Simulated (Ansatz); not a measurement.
# Te (P1) in Ansatz: convergence with n extra bands

Aim: find how far n extra bands must go before the results for Te settle, at LDA. This setting moves, with any that are tied to it; all else stays.

Everything below comes from runs of Ansatz 0.2.0. Logs are shortened: lines on timing, memory, paths and dates and some standing lists are left out, and cuts for length are marked.

### Step 1. The cell of the first run

The typed cell holds 3 atoms: a = 4.454 Å, b = 4.454 Å, c = 5.924 Å, α = 90.00°, β = 90.00°, γ = 120.00°.

The cell isn't the ideal one: atoms moved at random, drawn with an rms of 0.05 Å.

### Step 2. With n extra bands 1

input.yaml

```yaml
crystal:
  lattice:
    - [4.454, 0.0, 0.0]
    - [-2.227, 3.8572771485, 0.0]
    - [0.0, 0.0, 5.924]
  atoms:
    - { symbol: Te, position: [0.726356, 0.726282, -0.00099] }
    - { symbol: Te, position: [0.006517, 0.278426, 0.673786] }
    - { symbol: Te, position: [0.273786, 0.010986, 0.333049] }
hamiltonian:
  xc: lda
  pseudopotentials: { kind: paw }
kpoints:
  mp_grid: { grid: [5, 5, 4] }
scf:
  occupations: { method: fermi_dirac, width: 0.05 }
  n_extra_bands: 1
output:
  forces: true
  stress: true
  eigenvalues: true
```

Potentials or basis: Ansatz PAW.

Launch:

```bash
$ ansatz run input.yaml --threads 2 --pin off --max-ram 5632MiB --backend cpu --events-out ev --progress --plain --runs-dir out
```

Wall time 3.9 s (2 threads of Intel Xeon Platinum 8488C (Sapphire Rapids), shared host); peak memory 0.41 GiB.

What came out:

| Property | Result |
| --- | --- |
| Free energy | -20481.5198 eV |
| Pressure | -2.2 GPa |
| Largest force | 0.182 eV/Å |
| Band gap on the k mesh | 0.31 eV, indirect (least direct gap 0.68 eV) |

### Step 3. With n extra bands 2

Changes to input.yaml since step 2:

```diff
@@ -16,3 +16,3 @@
   occupations: { method: fermi_dirac, width: 0.05 }
-  n_extra_bands: 1
+  n_extra_bands: 2
 output:
```

Potentials or basis: Ansatz PAW.

Launch:

```bash
$ ansatz run input.yaml --threads 2 --pin off --max-ram 5632MiB --backend cpu --events-out ev --progress --plain --runs-dir out
```

Wall time 4.4 s (2 threads of Intel Xeon Platinum 8488C (Sapphire Rapids), shared host); peak memory 0.42 GiB.

Results:

- Free energy: -20481.5198 eV
- Pressure: -2.2 GPa
- Largest force: 0.182 eV/Å
- Band gap on the k mesh: 0.31 eV, indirect (least direct gap 0.68 eV)

### Step 4. With n extra bands 4

Changes to input.yaml since step 3:

```diff
@@ -16,3 +16,3 @@
   occupations: { method: fermi_dirac, width: 0.05 }
-  n_extra_bands: 2
+  n_extra_bands: 4
 output:
```

Launch:

```bash
$ ansatz run input.yaml --threads 2 --pin off --max-ram 5632MiB --backend cpu --events-out ev --progress --plain --runs-dir out
```

It took 3.5 s on 2 threads of Intel Xeon Platinum 8488C (Sapphire Rapids), shared host; peak memory 0.42 GiB.

Results:

| Property | Result |
| --- | --- |
| Free energy | -20481.5198 eV |
| Pressure | -2.2 GPa |
| Largest force | 0.182 eV/Å |
| Band gap on the k mesh | 0.31 eV, indirect (least direct gap 0.68 eV) |

### Step 5. With n extra bands 8

Changes to input.yaml since step 4:

```diff
@@ -16,3 +16,3 @@
   occupations: { method: fermi_dirac, width: 0.05 }
-  n_extra_bands: 4
+  n_extra_bands: 8
 output:
```

Launch:

```bash
$ ansatz run input.yaml --threads 2 --pin off --max-ram 5632MiB --backend cpu --events-out ev --progress --plain --runs-dir out
```

Run time: 4.4 s. Hardware: 2 threads of Intel Xeon Platinum 8488C (Sapphire Rapids), shared host; peak memory 0.44 GiB.

It converged, with:

| Property | Result |
| --- | --- |
| Free energy | -20481.5198 eV |
| Pressure | -2.2 GPa |
| Largest force | 0.182 eV/Å |
| Band gap on the k mesh | 0.31 eV, indirect (least direct gap 0.68 eV) |

### Step 6. With n extra bands 16

Changes to input.yaml since step 5:

```diff
@@ -16,3 +16,3 @@
   occupations: { method: fermi_dirac, width: 0.05 }
-  n_extra_bands: 8
+  n_extra_bands: 16
 output:
```

Potentials or basis: Ansatz PAW.

Launch:

```bash
$ ansatz run input.yaml --threads 2 --pin off --max-ram 5632MiB --backend cpu --events-out ev --progress --plain --runs-dir out
```

Wall time 5.2 s (2 threads of Intel Xeon Platinum 8488C (Sapphire Rapids), shared host); peak memory 0.47 GiB.

The run converged. Its results:

| Quantity | Value |
| --- | --- |
| Free energy | -20481.5198 eV |
| Pressure | -2.2 GPa |
| Largest force | 0.182 eV/Å |
| Band gap on the k mesh | 0.31 eV, indirect (least direct gap 0.68 eV) |

### Step 7. With n extra bands 32

Changes to input.yaml since step 6:

```diff
@@ -16,3 +16,3 @@
   occupations: { method: fermi_dirac, width: 0.05 }
-  n_extra_bands: 16
+  n_extra_bands: 32
 output:
```

Potentials or basis: Ansatz PAW.

Launch:

```bash
$ ansatz run input.yaml --threads 2 --pin off --max-ram 5632MiB --backend cpu --events-out ev --progress --plain --runs-dir out
```

What it wrote:

```text
Warning: RAYON_NUM_THREADS=2 ignored (pool sized by the plan → 2); use --threads N
scf.n_extra_bands = 32 over 24 filled bands (N_el = 48.0): the run solves 56 bands
Engine: ansatz 0.2.0, x86_64-unknown-linux-gnu
Pseudopotentials: kind: paw
Pseudopotential: Te, paw, valence charge 16, recommended cutoff 420 eV (normal), Te.paw.azcp
Functional definition: SPW92
  exchange = slater_x
  correlation = pw_c
Crystal: 3 atoms, lattice volume = 101.776 Å³
Basis set: ecut = 420 eV, 1993 PW (Γ)
Bands: 56, of which v1, the nominal top of the filled ones, is band 24 counted from 1 (23 counted from 0)
Symmetry: 1 space group operations
Space group: P1 (ITA 1), of the structure as read, at distance tolerance 4.7e-5 Å
k-points: 51 of 100 (time reversal used)
Non-local potential: Te, projectors of the file, l = 0: 2, l = 1: 2, l = 2: 2, l = 3: 2
[... 29 lines left out ...]
  E_xc         = -370.880287
  E_vxc        = -313.574318  (∫ρ·V_xc dr)
  E_paw        = -13528.953200  (= ΣΔE_a)
  E_vpaw       = -1145.932364  (= ΣTr[D̂ρ^β])
  E_aug_tail   = -0.000584  (compensation charges beyond the density's cutoff)
  E_ewald      = -4805.086080
  E_core_change = 2.035984  (= ΣΔE_core)
  E_smearing   = -0.000805  (= −TS)
  E_closure    = -0.000000  (closes the sum)
  Σ components = -20481.519816   (vs F -20481.519816, Δ=0.00e0)
--- Forces (eV/Å), atoms counted from 1 ---
  atom   1  Te     0.02308541     0.09601723     0.11662252
  atom   2  Te    -0.01339505    -0.03514747    -0.17826061
  atom   3  Te    -0.00968890    -0.06086954     0.06163749
  max |Σ_I F_I| component: 1.46e-6 eV/Å
--- Stress (GPa, compression-positive) ---
       -2.180865      -0.109371      -0.024405
       -0.109371      -2.260741      -0.145138
       -0.024405      -0.145138      -2.268338
  P = ⅓ Tr σ = -2.2366 GPa (-22.366 kbar)
--- Band table (eV; the first three rows and the last of 51) ---
  k-point 0: bands = ["-28.8381", "-28.8118", "-28.7854", "-28.7667", "-28.7160", "-28.6824", "-28.6632", "-28.6413", "-28.6325", "-28.6049", "-28.5982", "-28.5808", "-28.5668", "-28.5469", "-28.5120", "-5.1739", "-1.9602", "-1.8819", "5.4223", "5.6867", "5.7889", "6.7348", "6.8247", "7.5667", "9.3923", "9.4725", "9.9986", "13.4337", "13.4703", "14.3246", "14.7521", "14.8237", "15.0614", "15.1028", "15.9398", "15.9451", "18.7486", "18.7989", "23.6681", "23.7924", "23.8488", "24.9919", "25.1408", "25.2284", "25.6906", "26.4607", "26.6027", "26.9574", "27.0757", "27.1225", "27.4183", "28.2175", "28.3496", "28.7091", "28.7630", "30.0065"]
  k-point 1: bands = ["-28.8418", "-28.8099", "-28.7803", "-28.7646", "-28.7152", "-28.6926", "-28.6632", "-28.6402", "-28.6333", "-28.6046", "-28.5952", "-28.5809", "-28.5664", "-28.5470", "-28.5120", "-4.9521", "-3.2443", "-0.5813", "5.0529", "5.5424", "5.9816", "6.9719", "7.0287", "7.5714", "9.0306", "9.1638", "9.4544", "12.8339", "13.9401", "14.3245", "14.6156", "15.2781", "15.2989", "16.3320", "16.7129", "16.9172", "17.8930", "20.5985", "21.1226", "21.8973", "22.2104", "22.8113", "22.9881", "23.3999", "27.4355", "27.4899", "27.8989", "28.0874", "28.2438", "28.4301", "28.4910", "28.6464", "29.4713", "29.6550", "29.6938", "30.0067"]
  k-point 2: bands = ["-28.8447", "-28.8089", "-28.7760", "-28.7602", "-28.7124", "-28.7056", "-28.6633", "-28.6386", "-28.6345", "-28.6044", "-28.5925", "-28.5810", "-28.5659", "-28.5470", "-28.5120", "-4.3711", "-4.2129", "0.0903", "4.6032", "5.7240", "5.9031", "7.1794", "7.4142", "7.5101", "8.7209", "8.8703", "8.9266", "12.5066", "13.6587", "13.7535", "15.4152", "16.1855", "16.2068", "17.0909", "18.0616", "18.4710", "18.6243", "19.6364", "19.7702", "20.2400", "20.5489", "20.5768", "20.6622", "26.1028", "26.2311", "27.7998", "28.0110", "28.4773", "28.6258", "28.7118", "28.8189", "29.5229", "29.5330", "29.6370", "30.2787", "30.3397"]
  k-point 50: bands = ["-28.8407", "-28.8089", "-28.7783", "-28.7632", "-28.7130", "-28.6911", "-28.6638", "-28.6391", "-28.6347", "-28.6047", "-28.6011", "-28.5811", "-28.5686", "-28.5469", "-28.5097", "-4.2557", "-2.9320", "-1.3774", "3.5659", "4.2750", "5.1321", "5.4873", "7.1243", "8.1388", "9.1636", "9.9900", "11.0938", "12.8214", "13.5457", "15.1929", "16.1859", "16.7908", "17.6123", "17.9398", "18.5314", "18.9866", "19.6341", "20.8245", "21.1867", "21.5040", "22.3681", "22.6545", "23.1568", "23.9132", "24.2216", "24.6482", "24.9352", "25.7760", "25.9784", "26.4592", "26.7856", "27.7450", "27.9460", "28.4131", "29.0572", "29.5317"]
```

It took 7.3 s on 2 threads of Intel Xeon Platinum 8488C (Sapphire Rapids), shared host; peak memory 0.53 GiB.

Results:

- Free energy: -20481.5198 eV
- Pressure: -2.2 GPa
- Largest force: 0.182 eV/Å
- Band gap on the k mesh: 0.31 eV, indirect (least direct gap 0.68 eV)

### Step 8. The series at a glance

| n extra bands | energy less the tightest run, at zero smearing (meV/atom) | SCF cycles | CPU time (s) | peak memory (GiB) |
| --- | --- | --- | --- | --- |
| 1 | -0.01 | 7 | 7.6 | 0.41 |
| 2 | 0.00 | 7 | 8.6 | 0.42 |
| 4 | 0.00 | 6 | 6.7 | 0.42 |
| 8 | 0.00 | 7 | 8.6 | 0.44 |
| 16 | 0.00 | 7 | 10 | 0.47 |
| 32 | 0.00 | 7 | 14 | 0.53 |

Against the tightest run, the energy stays within 1 meV/atom from 1 on. The tightest run that finished is the yardstick and may itself not be fully converged.

Caveats: odd divisions of the mesh miss points on the zone boundary, where band edges often lie, so the gap on the mesh can be too wide; spin-orbit coupling is left out, which moves the levels of the heavy elements; the PAW data sets come from PBE, with cores solved anew for the run's functional, which leaves a small shift of forces and pressure.
